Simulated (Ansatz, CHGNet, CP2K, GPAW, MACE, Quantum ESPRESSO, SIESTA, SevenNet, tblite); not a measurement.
# tblite on ScB2(011) slab (81 atoms): settings against a plane-wave reference

How near does tblite come to plane waves for ScB2(011) slab (81 atoms)?

Calculated with tblite 0.8.0; the method is named at each step.

## (1) Set-up

The cell holds 81 atoms: 27 Sc and 54 B. Its edges and angles: a = 9.450 Å, b = 14.171 Å, c = 19.031 Å, α = 90.0°, β = 90.0°, γ = 70.5°. It derives from ScB2 (P6/mmm (measured, COD)). P6/mmm (COD entry) ScB2 (cell 3.15, 3.15, 3.52, 90, 90, 120), (011) slab of 3 repeat layers, 3 x 3 surface cells, 14 Å of vacuum; atoms within 1.94 Å of the bottom held; every coordinate displaced by a Gaussian of 0.09 Å. Then every atom was moved at random, 0.05 Å r.m.s. a Cartesian component. Vacuum lies along c.

The yardstick, on the same geometry:

```
method                 : Kohn-Sham DFT, PBE, PAW, plane waves (Ansatz 0.2.0); cutoff 420 eV, Γ point, fermi-dirac smearing of 0.05 eV; PAW set soft_2
r.m.s. force component : 1.457 eV/Å
longest force          : 5 eV/Å
SCF cycles             : 11
time                   : 14 s on 8 threads of Arm Neoverse V2, shared host
CPU time               : 1.7 min
```

## (2) IPEA1-xTB

Method: IPEA1-xTB tight binding, diagonalisation.

File run.py:

```python
import numpy as np
from ase.io import read
from tblite.ase import TBLite

atoms = read("structure.xyz")
atoms.calc = TBLite(method="IPEA1-xTB", electronic_temperature=580, accuracy=1.0, max_iterations=250, mixer_damping=0.1, verbosity=1)
energy = atoms.get_potential_energy()
forces = atoms.get_forces()
print(f"energy {energy:.6f} eV")
print("forces (eV/A)")
for i, (a, f) in enumerate(zip(atoms, forces)):
    print(f"{i:4d} {a.symbol:2s} {f[0]:10.5f} {f[1]:10.5f} {f[2]:10.5f}")
print("charges (e)")
print(np.array2string(atoms.get_charges(), precision=4, suppress_small=True, max_line_width=110, threshold=100000))
```

File structure.xyz:

```xyz
81
Lattice="9.45000 0.00000 0.00000 4.72500 13.36003 0.00000 0.00000 0.00000 19.03125" Properties=species:S:1:pos:R:3 pbc="T T T"
Sc 10.83740 4.48109 7.31352
B 9.44660 2.26453 7.73811
B 1.41263 1.81736 7.01701
Sc 1.50203 1.70327 9.52438
B 1.47434 4.05624 10.00549
B 9.24125 3.50060 9.22254
Sc 9.16900 3.20414 11.67358
B 1.26975 1.39733 11.88977
B 9.47533 0.69312 11.42617
Sc 4.47552 4.27174 7.26213
B 2.93352 2.61416 7.62582
B 4.67217 1.90167 6.99360
Sc 4.41655 1.64702 9.65950
B 4.45048 3.95831 9.76779
B 3.05207 3.60908 9.14356
Sc 2.97840 3.39786 11.67929
B 4.58183 1.39452 12.17048
B 3.02976 0.62178 11.26802
Sc 12.57082 8.97380 7.50402
B 10.99782 6.77888 7.73354
B 2.96154 6.47801 6.94165
Sc 3.05471 6.14241 9.44407
B 12.38645 8.45677 9.88997
B 10.88470 8.02911 9.14927
Sc 10.95723 7.55977 11.60297
B 2.97840 5.79785 12.06258
B 10.75481 5.14668 11.24633
Sc 7.79899 4.39919 7.38964
B 5.98615 2.39826 7.81290
B 7.77097 1.78877 7.03281
Sc 7.81420 1.59198 9.67796
B 7.64292 3.96272 9.88883
B 6.16282 3.42097 9.31637
Sc 6.34421 3.19238 11.59479
B 7.77366 1.26252 12.11529
B 6.03883 0.56139 11.55654
Sc 6.22911 8.88215 7.24158
B 4.69159 6.80466 7.67055
B 6.22717 6.25757 7.02424
Sc 6.17491 5.95483 9.57158
B 6.22849 8.57260 9.65798
B 4.81643 7.96057 9.02253
Sc 4.67203 7.74441 11.71716
B 6.02924 5.67734 11.99406
B 4.51691 5.29191 11.27811
Sc 14.05806 13.34627 7.26575
B 12.47712 11.17967 7.70100
B 4.57526 10.84474 6.84497
Sc 4.80632 10.30072 9.47909
B 13.95581 13.11167 9.88921
B 12.49186 12.55335 9.14870
Sc 12.52753 12.26143 11.71411
B 4.50652 10.37754 11.99996
B 12.23071 9.58141 11.16145
Sc 9.26908 8.94254 7.45397
B 7.67042 6.84047 7.71603
[... 21 atom lines left out ...]
B 9.37005 12.49537 9.03356
Sc 9.32276 12.19089 11.52989
B 10.79625 10.17527 12.20569
B 9.55163 9.66745 11.34681
```

Launch:

```console
OMP_NUM_THREADS=1 python run.py > output.txt
```

The log of the run:

```text
------------------------------------------------------------
  cycle        total energy    energy error   density error
------------------------------------------------------------
      1     -101.3366772107  -1.0260940E+02   1.0580533E+00
      2     -105.2078041435  -3.8711269E+00   9.2493265E-01
      3     -105.6091316470  -4.0132750E-01   4.7539534E-01
      4     -104.5582518612   1.0508798E+00   2.6546535E-01
      5     -107.8789971592  -3.3207453E+00   2.1908930E-01
      6     -108.4321104472  -5.5311329E-01   1.5853642E-01
      7     -108.7058649947  -2.7375455E-01   9.4347053E-02
      8     -108.7650581957  -5.9193201E-02   1.9788588E-02
      9     -108.7716139562  -6.5557605E-03   1.2923378E-02
     10     -108.7742029160  -2.5889598E-03   1.0975375E-02
     11     -108.7748864153  -6.8349935E-04   8.1150199E-03
     12     -108.7752306728  -3.4425745E-04   4.3063187E-03
     13     -108.7756206009  -3.8992808E-04   1.2798897E-03
     14     -108.7756510123  -3.0411448E-05   8.2100743E-04
     15     -108.7756559847  -4.9723719E-06   6.2885932E-04
     16     -108.7756551782   8.0651954E-07   3.6952317E-04
     17     -108.7756565009  -1.3227671E-06   1.4134454E-04
     18     -108.7756568402  -3.3922812E-07   9.8085357E-05
     19     -108.7756568656  -2.5429699E-08   7.0550007E-05
     20     -108.7756569176  -5.2036896E-08   2.4410032E-05
     21     -108.7756569269  -9.2682058E-09   1.6249487E-05
------------------------------------------------------------
 total:                                   3.253 sec
energy -2959.936391 eV
forces (eV/A)
   0 Sc   -0.23734   -0.28098   -2.34095
   1 B    -4.21768    2.74861    1.40691
   2 B     2.78298   -0.43180   -1.14395
   3 Sc   -0.64261   -1.01973   -0.09450
   4 B    -1.63518   -0.71199   -2.95008
   5 B     1.82567   -0.01836   -1.29777
   6 Sc    2.13776    0.07636    3.55906
   7 B     8.55159    3.13195    2.88067
   8 B    -8.14249   -2.99485   -2.21077
   9 Sc    1.28929    2.46896   -2.75148
  10 B     0.56957   -1.76731   -0.78693
  11 B    -3.65665   -1.48115   -0.82279
  12 Sc    2.18011   -1.57230   -1.17379
  13 B     5.40997    3.33490    3.44713
  14 B    -4.97644   -0.84917   -2.01602
  15 Sc    0.51953   -1.92361    3.76158
  16 B    -1.03624   -0.25174   -0.97158
  17 B    -0.72895    1.37933    1.65082
  18 Sc   -0.62505   -2.06036   -3.92587
  19 B    -3.44287    2.38999    0.92980
  20 B     3.23640   -1.45157   -0.96052
  21 Sc    0.48276   -1.15416    0.63494
  22 B     2.43956    0.30045   -0.32300
  23 B     0.50667   -1.22184   -1.91462
[...]
73 B     2.90676    1.70389    1.11883
  74 B     2.06468   -1.34898   -0.95920
  75 Sc    0.56168    1.64613    0.81801
  76 B    -4.33842    0.27616    2.53587
  77 B     0.57958    0.25558    1.09237
  78 Sc   -0.35479   -1.81549    3.15052
  79 B     3.44909    1.68080    1.08577
  80 B    -4.85987   -1.75809   -1.86853
charges (e)
[ 0.2839 -0.0962 -0.0727 -0.0163 -0.1058 -0.1123  0.2088 -0.0584 -0.0964  0.3022 -0.0931 -0.0631  0.0091
 -0.1051 -0.1164  0.3252 -0.0377 -0.0922  0.1756 -0.096  -0.0527 -0.016  -0.1228 -0.1061  0.1527 -0.0509
 -0.0917  0.2906 -0.0917 -0.0358 -0.0541 -0.1189 -0.1167  0.1988 -0.0435 -0.0819  0.3463 -0.0892 -0.0625
  0.0077 -0.1118 -0.1194  0.313  -0.0523 -0.098   0.2594 -0.0903 -0.0456  0.0038 -0.1083 -0.1122  0.2378
 -0.0384 -0.0616  0.2199 -0.097  -0.0573 -0.0327 -0.1217 -0.1138  0.2924 -0.0534 -0.0895  0.2969 -0.1049
 -0.0621 -0.0079 -0.1159 -0.1077  0.31   -0.0094 -0.0946  0.2823 -0.1019 -0.0588 -0.0299 -0.1003 -0.121
  0.1925 -0.0287 -0.0663]
```

It took 3.8 s on 1 thread of Arm Neoverse V2, shared host; peak memory 0.15 GiB.

Banners, paths, timers and routine set-up lines are dropped from the logs unmarked, and long logs keep their key lines alone; longer cuts are marked.

Compared with the plane-wave run:

* r.m.s. force component: 2.11 eV/Å
* r.m.s. difference of force components: 1257 meV/Å
* longest difference of force vectors: 5576 meV/Å
* force difference over r.m.s. force: 86.27 %
* slope of forces against the reference's: 1.176
* correlation of force components: 0.8124

Length of the force difference by element (eV/Å):

| element | atoms | mean | most |
| --- | --- | --- | --- |
| B | 54 | 2.0 | 5.6 |
| Sc | 27 | 1.6 | 2.8 |

A closer look about Sc31, whose charge lies farthest from its element's mean: 15 atoms, nearest first, numbered in the order of the input, with positions taken from that point.

| atom | x | y | z | distance (Å) | bonds | Mulliken charge (e) | Fx | Fy | Fz (eV/Å) |
| --- | --- | --- | --- | --- | --- | --- | --- | --- | --- |
| Sc31 | 0.00 | 0.00 | 0.00 | 0.00 | 12 | -0.05 | -1.01 | -0.47 | -1.90 |
| B50 | 1.42 | -1.84 | 0.21 | 2.33 | 9 | -0.11 | 2.63 | -0.87 | 0.24 |
| B77 | -1.49 | -1.86 | 0.06 | 2.38 | 9 | -0.10 | -4.34 | 0.28 | 2.54 |
| B32 | -0.17 | 2.37 | 0.21 | 2.39 | 9 | -0.12 | 2.87 | 1.83 | 0.02 |
| B6 | 1.43 | 1.91 | -0.46 | 2.43 | 9 | -0.11 | 1.83 | -0.02 | -1.30 |
| B51 | -0.05 | -2.40 | -0.53 | 2.46 | 9 | -0.11 | 1.26 | -2.46 | -1.81 |
| B35 | -0.04 | -0.33 | 2.44 | 2.46 | 6 | -0.04 | -0.60 | 0.59 | -0.23 |
| B33 | -1.65 | 1.83 | -0.36 | 2.49 | 9 | -0.12 | -2.86 | -0.82 | -2.72 |
| B9 | 1.66 | -0.90 | 1.75 | 2.57 | 8 | -0.10 | -8.14 | -2.99 | -2.21 |
| B2 | 1.63 | 0.67 | -1.94 | 2.62 | 8 | -0.10 | -4.22 | 2.75 | 1.41 |
| B30 | -0.04 | 0.20 | -2.65 | 2.65 | 6 | -0.04 | -0.66 | -0.07 | 0.72 |
| B29 | -1.83 | 0.81 | -1.87 | 2.73 | 8 | -0.09 | 4.58 | 0.87 | 0.72 |
| B36 | -1.78 | -1.03 | 1.88 | 2.78 | 8 | -0.08 | 2.60 | 1.42 | -0.71 |
| Sc34 | -1.47 | 1.60 | 1.92 | 2.90 | 9 | 0.20 | -3.29 | -0.70 | 4.79 |
| Sc7 | 1.35 | 1.61 | 2.00 | 2.90 | 9 | 0.21 | 2.14 | 0.08 | 3.56 |

Atoms are counted from 1 here, from 0 in the log.

Forces lie 86 % from the reference's, at 0.036 times its CPU time (on 1 against 8 cores).

Further runs of this program without a result: tblite GFN2-xTB (not converged).

## (3) Summary of results

| Item | Value |
| --- | --- |
| force difference from the reference | tblite IPEA1-xTB, 86 % |
| its CPU time | 3.8 s |

Tight binding differs by 86 % (tblite IPEA1-xTB); it is another model, with fitted parameters of its own, and the xTB methods hold dispersion. IPEA1-xTB was fitted to ionisation energies and electron affinities, not to forces or charges. One electronic-structure run takes under half the reference's CPU time: tblite IPEA1-xTB, at 86 % in 3.8 s against 1.7 min, too far off to be of use. Periodic xTB results under one method name differ between programs and library versions. The electron count is odd in Ansatz plane waves (reference), and they have no spin polarisation, so the unpaired electron is spread evenly over both spins. The published positions, changed by the recipe (random displacements or longer bonds to H), lie far from the minimum at this level of theory. The electron count is odd and the run has no spin polarisation, so levels at the top are partly filled by construction. The electronic-structure runs sample only Γ, in a cell whose shortest periodic width is 9 Å, which is coarse for a cell with partly filled levels.

[Also dropped from logs without a mark: logging warnings of Python, and SIESTA's first energy breakdown and zero terms.]

[Logs are printed without paths, hosts, clocks, repeated set-up lines and the standing remarks that a program may print on its own settings, such as how far it seeks lower states.]

[Hosts, paths, dates, database ids (printed as entryN), source tags and the programs' standing remarks are cut or masked in the printed files.]
